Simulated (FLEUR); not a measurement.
# BN (F-43m) in FLEUR: a series of runs

One crystal, BN, is run at these levels: LDA, r2SCAN; tasks: band structure, equation of state.

Program: FLEUR MaX-R8.1 (later development tree). These are calculated values, not measurements. Logs are shortened: lines on timing, memory, paths and dates and some standing lists are left out, and cuts for length are marked.

**The experiment to reproduce.**

From a printed reference work, monograph, for a bulk crystal of BN at 300 K: band gap 6.4 eV (indirect).

“Effect of nanostructuration on compressibility of cubic BN”, 2012, arxiv:1208.3664 quotes, for a bulk crystal of BN at 300 K: bulk modulus 395 ± 2 GPa.

The runs below are set against these values where they give the same quantity.

**1. Starting point**

The structure is cubic, space group F-43m (No. 216). The conventional cell has a = 3.626 Å, b = 3.626 Å, c = 3.626 Å, α = 90.00°, β = 90.00°, γ = 90.00°. N (site symmetry -43m) is surrounded by 4 B at 1.57 Å. B (site symmetry -43m) has 4 N at 1.57 Å as nearest neighbours.

The cell is a database's computed one.

**2. Band structure, LDA**

The input, inp.xml:

```xml
<?xml version="1.0" encoding="UTF-8" standalone="no"?>
<fleurInput fleurInputVersion="0.39">
   <comment>
      BN                                                                                                  
   </comment>
   <calculationSetup>
      <cutoffs Kmax="5.26" Gmax="16.3" GmaxXC="16.3" numbands="0"/>
      <scfLoop itmax="60" minDistance="0.00001" maxIterBroyd="15" imix="Anderson" alpha="0.05" precondParam="0.0" spinf="2.0" sdNocoIR="T"/>
      <coreElectrons ctail="T" frcor="F" kcrel="0" coretail_lmax="0"/>
      <xcFunctional name="vwn" relativisticCorrections="F"/>
      <magnetism jspins="1"/>
      <soc l_soc="F" theta="0.0" phi="0.0" spav="F"/>
      <expertModes spex="0" secvar="F"/>
      <geometryOptimization l_f="F" forcealpha="1.0" forcemix="BFGS" epsdisp="0.00001" epsforce="0.00001"/>
      <ldaU l_linMix="F" mixParam="0.05" spinf="1.0"/>
   </calculationSetup>
   <cell>
      <bzIntegration valenceElectrons="8.0" mode="hist" fermiSmearingEnergy="0.00183747">
         <kPointListSelection listName="default-1"/>
         <!-- k-points included here -->
         <xi:include xmlns:xi="http://www.w3.org/2001/XInclude" href="kpts.xml"> </xi:include>
      </bzIntegration>
      <!-- symmetry operations included here -->
      <xi:include xmlns:xi="http://www.w3.org/2001/XInclude" href="sym.xml"> </xi:include>
      <bulkLattice scale="1.0">
         <bravaisMatrix>
            <row-1>    0.0000000000000000     3.4260753536259245     3.4260753536259245</row-1>
            <row-2>    3.4260753536259245     0.0000000000000000     3.4260753536259245</row-2>
            <row-3>    3.4260753536259245     3.4260753536259245     0.0000000000000000</row-3>
         </bravaisMatrix>
      </bulkLattice>
   </cell>
   <atomSpecies>
      <species name="Nitrogen (N)" element="N" atomicNumber="7">
         <mtSphere radius="1.37" gridPoints="453" logIncrement="0.023"/>
         <atomicCutoffs lmax="8" lnonsphr="8"/>
         <electronConfig flipSpins="F">
            <coreConfig>(1s1/2)</coreConfig>
            <valenceConfig>(2s1/2) (2p1/2) (2p3/2)</valenceConfig>
            <stateOccupation state="(2p1/2)" spinUp="0.500000" spinDown="0.500000"/>
            <stateOccupation state="(2p3/2)" spinUp="1.000000" spinDown="1.000000"/>
         </electronConfig>
         <energyParameters s="2" p="2" d="3" f="4"/>
         <lo type="SCLO" l="0" n="2" eDeriv="2"/>
         <lo type="SCLO" l="1" n="2" eDeriv="2"/>
         <lo type="SCLO" l="2" n="3" eDeriv="2"/>
      </species>
      <species name="Boron (B)" element="B" atomicNumber="5">
         <mtSphere radius="1.37" gridPoints="453" logIncrement="0.022"/>
         <atomicCutoffs lmax="8" lnonsphr="8"/>
         <electronConfig flipSpins="F">
            <coreConfig>(1s1/2)</coreConfig>
            <valenceConfig>(2s1/2) (2p1/2) (2p3/2)</valenceConfig>
            <stateOccupation state="(2p1/2)" spinUp="0.166667" spinDown="0.166667"/>
            <stateOccupation state="(2p3/2)" spinUp="0.333333" spinDown="0.333333"/>
         </electronConfig>
         <energyParameters s="2" p="2" d="3" f="4"/>
         <lo type="SCLO" l="0" n="2" eDeriv="2"/>
         <lo type="SCLO" l="1" n="2" eDeriv="2"/>
         <lo type="SCLO" l="2" n="3" eDeriv="2"/>
      </species>
   </atomSpecies>
   <atomGroups>
      <atomGroup species="Nitrogen (N)">
         <relPos label="                   1">1.000/4.000 1.000/4.000 1.000/4.000</relPos>
         <force calculate="T" relaxXYZ="TTT"/>
      </atomGroup>
      <atomGroup species="Boron (B)">
         <relPos label="                   2">.0000000000 .0000000000 .0000000000</relPos>
         <force calculate="T" relaxXYZ="TTT"/>
      </atomGroup>
   </atomGroups>
   <output dos="F" band="F" slice="F">
      <checks vchk="F" cdinf="F"/>
      <bandDOS minEnergy="-.5*Htr" maxEnergy="0.5*Htr" sigma="0.015" storeEVData="T"/>
      <vacuumDOS vacdos="F" integ="F" star="F" nstars="0" locx1="0.0" locy1="0.0" locx2="0.0" locy2="0.0" nstm="0" tworkf="0.0"/>
      <unfoldingBand unfoldBand="F" supercellX="1" supercellY="1" supercellZ="1"/>
      <plotting iplot="0" polar="F">
         <plot TwoD="T" vec1="  1.0  0.0  0.0" vec2="  0.0  1.0  0.0" vec3="  0.0  0.0  1.0" zero="  0.0  0.0  0.0" file="plot"/>
      </plotting>
      <chargeDensitySlicing numkpt="0" minEigenval="0.0" maxEigenval="0.0" nnne="0" pallst="F"/>
      <specialOutput eonly="F"/>
      <moessbauerParams electricFieldGradient="T" isomerShift="T" coreHyperfine="T" valenceHyperfine="T"/>
      <magneticCircularDichroism mcd="F" energyLo="-10.0" energyUp="0.0"/>
   </output>
  <!-- We include the file relax.xml here to enable relaxations (see documentation) -->
  <xi:include xmlns:xi="http://www.w3.org/2001/XInclude" href="relax.xml"> <xi:fallback/> </xi:include>
</fleurInput>
```

The input, crystal.txt:

```
BN
&input cartesian=F /
0.0000000000  1.8130010000  1.8130010000
1.8130010000  0.0000000000  1.8130010000
1.8130010000  1.8130010000  0.0000000000
1.8897261246
1.0 1.0 1.0

2
7 0.2500000000  0.2500000000  0.2500000000
5 0.0000000000  0.0000000000  0.0000000000

&kpt div1=13 div2=13 div3=13 gamma=T /
```

The input, inp.xml (bands):

```
<?xml version="1.0" encoding="UTF-8" standalone="no"?>
<fleurInput fleurInputVersion="0.39">
   <comment>
      BN                                                                                                  
   </comment>
   <calculationSetup>
      <cutoffs Kmax="5.26" Gmax="16.3" GmaxXC="16.3" numbands="0"/>
      <scfLoop itmax="60" minDistance="0.00001" maxIterBroyd="15" imix="Anderson" alpha="0.05" precondParam="0.0" spinf="2.0" sdNocoIR="T"/>
      <coreElectrons ctail="T" frcor="F" kcrel="0" coretail_lmax="0"/>
      <xcFunctional name="vwn" relativisticCorrections="F"/>
      <magnetism jspins="1"/>
      <soc l_soc="F" theta="0.0" phi="0.0" spav="F"/>
      <expertModes spex="0" secvar="F"/>
      <geometryOptimization l_f="F" forcealpha="1.0" forcemix="BFGS" epsdisp="0.00001" epsforce="0.00001"/>
      <ldaU l_linMix="F" mixParam="0.05" spinf="1.0"/>
   </calculationSetup>
   <cell>
      <bzIntegration valenceElectrons="8.0" mode="hist" fermiSmearingEnergy="0.00183747">
         <kPointListSelection listName="path-1"/>
         <!-- k-points included here -->
         <xi:include xmlns:xi="http://www.w3.org/2001/XInclude" href="kpts.xml"> </xi:include>
      </bzIntegration>
      <!-- symmetry operations included here -->
      <xi:include xmlns:xi="http://www.w3.org/2001/XInclude" href="sym.xml"> </xi:include>
      <bulkLattice scale="1.0">
         <bravaisMatrix>
            <row-1>    0.0000000000000000     3.4260753536259245     3.4260753536259245</row-1>
            <row-2>    3.4260753536259245     0.0000000000000000     3.4260753536259245</row-2>
            <row-3>    3.4260753536259245     3.4260753536259245     0.0000000000000000</row-3>
         </bravaisMatrix>
      </bulkLattice>
   </cell>
   <atomSpecies>
      <species name="Nitrogen (N)" element="N" atomicNumber="7">
         <mtSphere radius="1.37" gridPoints="453" logIncrement="0.023"/>
         <atomicCutoffs lmax="8" lnonsphr="8"/>
         <electronConfig flipSpins="F">
            <coreConfig>(1s1/2)</coreConfig>
            <valenceConfig>(2s1/2) (2p1/2) (2p3/2)</valenceConfig>
            <stateOccupation state="(2p1/2)" spinUp="0.500000" spinDown="0.500000"/>
            <stateOccupation state="(2p3/2)" spinUp="1.000000" spinDown="1.000000"/>
         </electronConfig>
         <energyParameters s="2" p="2" d="3" f="4"/>
         <lo type="SCLO" l="0" n="2" eDeriv="2"/>
         <lo type="SCLO" l="1" n="2" eDeriv="2"/>
         <lo type="SCLO" l="2" n="3" eDeriv="2"/>
      </species>
      <species name="Boron (B)" element="B" atomicNumber="5">
         <mtSphere radius="1.37" gridPoints="453" logIncrement="0.022"/>
         <atomicCutoffs lmax="8" lnonsphr="8"/>
         <electronConfig flipSpins="F">
            <coreConfig>(1s1/2)</coreConfig>
            <valenceConfig>(2s1/2) (2p1/2) (2p3/2)</valenceConfig>
            <stateOccupation state="(2p1/2)" spinUp="0.166667" spinDown="0.166667"/>
            <stateOccupation state="(2p3/2)" spinUp="0.333333" spinDown="0.333333"/>
         </electronConfig>
         <energyParameters s="2" p="2" d="3" f="4"/>
         <lo type="SCLO" l="0" n="2" eDeriv="2"/>
         <lo type="SCLO" l="1" n="2" eDeriv="2"/>
         <lo type="SCLO" l="2" n="3" eDeriv="2"/>
      </species>
   </atomSpecies>
   <atomGroups>
      <atomGroup species="Nitrogen (N)">
         <relPos label="                   1">1.000/4.000 1.000/4.000 1.000/4.000</relPos>
         <force calculate="T" relaxXYZ="TTT"/>
      </atomGroup>
      <atomGroup species="Boron (B)">
         <relPos label="                   2">.0000000000 .0000000000 .0000000000</relPos>
         <force calculate="T" relaxXYZ="TTT"/>
      </atomGroup>
   </atomGroups>
   <output dos="F" band="T" slice="F">
      <checks vchk="F" cdinf="F"/>
      <bandDOS minEnergy="-.5*Htr" maxEnergy="0.5*Htr" sigma="0.015" storeEVData="T"/>
      <vacuumDOS vacdos="F" integ="F" star="F" nstars="0" locx1="0.0" locy1="0.0" locx2="0.0" locy2="0.0" nstm="0" tworkf="0.0"/>
      <unfoldingBand unfoldBand="F" supercellX="1" supercellY="1" supercellZ="1"/>
      <plotting iplot="0" polar="F">
         <plot TwoD="T" vec1="  1.0  0.0  0.0" vec2="  0.0  1.0  0.0" vec3="  0.0  0.0  1.0" zero="  0.0  0.0  0.0" file="plot"/>
      </plotting>
      <chargeDensitySlicing numkpt="0" minEigenval="0.0" maxEigenval="0.0" nnne="0" pallst="F"/>
      <specialOutput eonly="F"/>
      <moessbauerParams electricFieldGradient="T" isomerShift="T" coreHyperfine="T" valenceHyperfine="T"/>
      <magneticCircularDichroism mcd="F" energyLo="-10.0" energyUp="0.0"/>
   </output>
  <!-- We include the file relax.xml here to enable relaxations (see documentation) -->
  <xi:include xmlns:xi="http://www.w3.org/2001/XInclude" href="relax.xml"> <xi:fallback/> </xi:include>
</fleurInput>
```

Potentials or basis: all-electron, FLAPW.

On the command line:

```
inpgen -f crystal.txt -profile fastHighL
# inp.xml edited to the form shown
fleur_MPI
fleur_MPI   # second run, on inp.xml (bands)
```

Standard output:

```text
Welcome to FLEUR        (www.flapw.de)
      MaX-Release 8.1          (www.max-centre.eu)

 ========== k-point set info ==========
 Selected k-point list: default-1
 k-point list type: mesh
 13 x 13 x 13
 Number of k points: 84

 ------------Calculation Setup---------------------------
 Number of MPI-tasks      :            1
 Number of PE/node        :            1
 Number of OMP-threads    :            1
 Most efficient MPI parallelization for:
           1           2           3           4           6           7          12          14          21          28          42          84
 Additional eigenvalue parallelization possible
 Number of basis functions:          234
 Approximate size of matrices (H+S) per k-point:         0.002 GB
 --------------------------------------------------------
Nuclear radius smaller than smallest radial mesh point for atom type 2 -- skipping its core isomer shift
Nuclear radius smaller than smallest radial mesh point for atom type 2 -- skipping its isomer shift
 Iteration:     1   Distance:      29.28287029 me/bohr^3
Nuclear radius smaller than smallest radial mesh point for atom type 2 -- skipping its core isomer shift
Nuclear radius smaller than smallest radial mesh point for atom type 2 -- skipping its isomer shift
 Iteration:     2   Distance:      26.53308448 me/bohr^3
Nuclear radius smaller than smallest radial mesh point for atom type 2 -- skipping its core isomer shift
Nuclear radius smaller than smallest radial mesh point for atom type 2 -- skipping its isomer shift
 Iteration:     3   Distance:      11.69079811 me/bohr^3
Nuclear radius smaller than smallest radial mesh point for atom type 2 -- skipping its core isomer shift
Nuclear radius smaller than smallest radial mesh point for atom type 2 -- skipping its isomer shift
 Iteration:     4   Distance:       3.35150120 me/bohr^3
Nuclear radius smaller than smallest radial mesh point for atom type 2 -- skipping its core isomer shift
Nuclear radius smaller than smallest radial mesh point for atom type 2 -- skipping its isomer shift
 Iteration:     5   Distance:       1.23160147 me/bohr^3
Nuclear radius smaller than smallest radial mesh point for atom type 2 -- skipping its core isomer shift
Nuclear radius smaller than smallest radial mesh point for atom type 2 -- skipping its isomer shift
 Iteration:     6   Distance:       0.26326691 me/bohr^3
Nuclear radius smaller than smallest radial mesh point for atom type 2 -- skipping its core isomer shift
Nuclear radius smaller than smallest radial mesh point for atom type 2 -- skipping its isomer shift
 Iteration:     7   Distance:       0.12575898 me/bohr^3
Nuclear radius smaller than smallest radial mesh point for atom type 2 -- skipping its core isomer shift
Nuclear radius smaller than smallest radial mesh point for atom type 2 -- skipping its isomer shift
 Iteration:     8   Distance:       0.02346394 me/bohr^3
Nuclear radius smaller than smallest radial mesh point for atom type 2 -- skipping its core isomer shift
Nuclear radius smaller than smallest radial mesh point for atom type 2 -- skipping its isomer shift
 Iteration:     9   Distance:       0.00948022 me/bohr^3
Nuclear radius smaller than smallest radial mesh point for atom type 2 -- skipping its core isomer shift
Nuclear radius smaller than smallest radial mesh point for atom type 2 -- skipping its isomer shift
 Iteration:    10   Distance:       0.00026636 me/bohr^3
Nuclear radius smaller than smallest radial mesh point for atom type 2 -- skipping its core isomer shift
Nuclear radius smaller than smallest radial mesh point for atom type 2 -- skipping its isomer shift
 Iteration:    11   Distance:       0.00027561 me/bohr^3
Nuclear radius smaller than smallest radial mesh point for atom type 2 -- skipping its core isomer shift
Nuclear radius smaller than smallest radial mesh point for atom type 2 -- skipping its isomer shift
 Iteration:    12   Distance:       0.00002571 me/bohr^3
Nuclear radius smaller than smallest radial mesh point for atom type 2 -- skipping its core isomer shift
Nuclear radius smaller than smallest radial mesh point for atom type 2 -- skipping its isomer shift
 Iteration:    13   Distance:       0.00000734 me/bohr^3

 ********************************************************************
 Run finished successfully
 Stop message:
   all done
 ********************************************************************
```

It took 62 s on 1 thread of Intel Xeon at 2.50GHz (Skylake/Cascade Lake), shared host; peak memory 0.05 GiB.

What came out:

- Free energy: -2153.0110 eV
- Band gap on the k mesh: 4.41 eV, indirect (least direct gap 8.65 eV)
- Band gap along the path: 4.34 eV, indirect (least direct gap 8.65 eV)
- Valence electrons inside the program's atomic spheres: N 3.35; B 1.10 (radii N 1.37, B 1.37 bohr)

Levels at the corners of the path, in eV from the valence-band top:
```
point  band 2  band 3  band 4  band 5  band 6  band 7
    Γ    0.00    0.00    0.00    8.65    8.65    8.65
    X   -8.82   -4.88   -4.88    4.34    9.10   17.56
    W   -7.47   -6.96   -6.50    9.40   13.12   14.20
    K   -8.03   -7.66   -4.06    6.77   12.69   15.53
    Γ    0.00    0.00    0.00    8.65    8.65    8.65
    L  -10.63   -1.93   -1.93   10.08   10.52   10.52
    U   -8.03   -7.66   -4.06    6.77   12.69   15.53
    W   -7.47   -6.96   -6.50    9.40   13.12   14.20
    L  -10.63   -1.93   -1.93   10.08   10.52   10.52
    K   -8.03   -7.66   -4.06    6.77   12.69   15.53
    U   -8.03   -7.66   -4.06    6.77   12.69   15.53
    X   -8.82   -4.88   -4.88    4.34    9.10   17.56
```

Core levels (eV from the Fermi level):
| atom | levels |
| --- | --- |
| 1 N | 1s1/2 -371.7 |
| 2 B | 1s1/2 -170.4 |

**3. Band structure, r2SCAN**

Changes to inp.xml since step 2:

```diff
@@ -7,5 +7,8 @@
       <cutoffs Kmax="5.26" Gmax="16.3" GmaxXC="16.3" numbands="0"/>
-      <scfLoop itmax="60" minDistance="0.00001" maxIterBroyd="15" imix="Anderson" alpha="0.05" precondParam="0.0" spinf="2.0" sdNocoIR="T"/>
-      <coreElectrons ctail="T" frcor="F" kcrel="0" coretail_lmax="0"/>
-      <xcFunctional name="vwn" relativisticCorrections="F"/>
+      <scfLoop itmax="80" minDistance="0.0001" maxIterBroyd="30" imix="Anderson" alpha="0.05" precondParam="0.0" spinf="2.0" sdNocoIR="T"/>
+      <coreElectrons ctail="F" frcor="F" kcrel="0" coretail_lmax="0"/>
+      <xcFunctional name="LibXC" relativisticCorrections="F">
+         <LibXCName exchange="mgga_x_r2scan" correlation="mgga_c_r2scan"/>
+         <AuxGGA exchange="117" correlation="130"/>
+      </xcFunctional>
       <magnetism jspins="1"/>
```

crystal.txt is that of step 2.

Changes to inp.xml (bands) since step 2:

```diff
@@ -7,5 +7,8 @@
       <cutoffs Kmax="5.26" Gmax="16.3" GmaxXC="16.3" numbands="0"/>
-      <scfLoop itmax="60" minDistance="0.00001" maxIterBroyd="15" imix="Anderson" alpha="0.05" precondParam="0.0" spinf="2.0" sdNocoIR="T"/>
-      <coreElectrons ctail="T" frcor="F" kcrel="0" coretail_lmax="0"/>
-      <xcFunctional name="vwn" relativisticCorrections="F"/>
+      <scfLoop itmax="80" minDistance="0.0001" maxIterBroyd="30" imix="Anderson" alpha="0.05" precondParam="0.0" spinf="2.0" sdNocoIR="T"/>
+      <coreElectrons ctail="F" frcor="F" kcrel="0" coretail_lmax="0"/>
+      <xcFunctional name="LibXC" relativisticCorrections="F">
+         <LibXCName exchange="mgga_x_r2scan" correlation="mgga_c_r2scan"/>
+         <AuxGGA exchange="117" correlation="130"/>
+      </xcFunctional>
       <magnetism jspins="1"/>
```

Potentials or basis: all-electron, FLAPW.

On the command line:

```
inpgen -f crystal.txt -profile fastHighL
# inp.xml edited to the form shown
fleur_MPI
fleur_MPI   # second run, on inp.xml (bands)
```

It took 64 s on 1 thread of Intel Xeon at 2.50GHz (Skylake/Cascade Lake), shared host; peak memory 0.06 GiB.

Results (log left out):

* Free energy: -2170.3725 eV
* Band gap on the k mesh: 5.05 eV, indirect (least direct gap 9.50 eV)
* Band gap along the path: 4.97 eV, indirect (least direct gap 9.50 eV)
* Valence electrons inside the program's atomic spheres: N 3.38; B 1.08 (radii N 1.37, B 1.37 bohr)

Levels at the corners of the path, in eV from the valence-band top:
| point | band 1 | band 2 | band 3 | band 4 | band 5 | band 6 | band 7 |
| --- | --- | --- | --- | --- | --- | --- | --- |
| Γ | -21.19 | 0.00 | 0.00 | 0.00 | 9.50 | 9.50 | 9.50 |
| X | -15.53 | -9.26 | -5.05 | -5.05 | 4.97 | 9.76 | 19.14 |
| W | -15.24 | -7.93 | -7.14 | -6.61 | 10.30 | 14.15 | 15.41 |
| K | -15.47 | -8.46 | -7.82 | -4.19 | 7.48 | 13.59 | 16.87 |
| Γ | -21.19 | 0.00 | 0.00 | 0.00 | 9.50 | 9.50 | 9.50 |
| L | -16.94 | -11.00 | -2.00 | -2.00 | 10.66 | 11.43 | 11.43 |
| U | -15.47 | -8.46 | -7.82 | -4.19 | 7.48 | 13.59 | 16.87 |
| W | -15.24 | -7.93 | -7.14 | -6.61 | 10.30 | 14.15 | 15.41 |
| L | -16.94 | -11.00 | -2.00 | -2.00 | 10.66 | 11.43 | 11.43 |
| K | -15.47 | -8.46 | -7.82 | -4.19 | 7.48 | 13.59 | 16.87 |
| U | -15.47 | -8.46 | -7.82 | -4.19 | 7.48 | 13.59 | 16.87 |
| X | -15.53 | -9.26 | -5.05 | -5.05 | 4.97 | 9.76 | 19.14 |

Core levels (eV from the Fermi level):
```csv
atom,levels
1 N,1s1/2 -375.2
2 B,1s1/2 -173.0
```

Caveat: the meta-GGA is that of a development version, with a GGA for the radial functions and cores and without core tails.

[end of part 1 of 2]
